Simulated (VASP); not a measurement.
The system is Os.

```
Os
1.0
     0.00000    1.94500    1.94500
     1.94500    0.00000    1.94500
     1.94500    1.94500    0.00000
Os
1
Direct
  0.00000 0.00000 0.00000
```

This isn't the form of Os at room conditions, which is hcp.

| Property | Result |
| --- | --- |
| Program | VASP 6.6.1 |
| Task | relaxation of cell and atoms |
| Functional | PBEsol |
| Potentials or basis | VASP PAW PBE potentials, release 64 (Os) |
| Cutoff | 600 eV |
| k mesh | 8 × 8 × 8 |
| Occupations | gaussian, width 0.1 eV |
| Spin | no spin polarisation |

At the start: pressure -20.2 GPa; volume 14.72 Å³/atom.

Where does the relaxation end?

Over 5 steps the energy falls by 50.1 meV/atom and the volume is 13.96 Å³/atom (-5.1 %); space group Fm-3m (No. 225, to 0.05 Å).

The path:
```csv
step,energy change (eV),largest force (eV/Å),pressure (GPa),volume (Å³)
1,0.0000,0.0000,-20.18,14.72
2,1.1699,0.0000,169.76,11.11
3,-0.0495,0.0000,-2.40,14.04
4,-0.0500,0.0000,-0.71,13.98
5,-0.0501,0.0000,0.00,13.96
```

Final structure:
```
Os
1.0
     0.00000    1.91119    1.91119
     1.91119    0.00000    1.91119
     1.91119    1.91119    0.00000
Os
1
Direct
  0.00000 0.00000 0.00000
```

Caveat: the PAW data sets were made with another functional, which shifts forces and pressure a little.
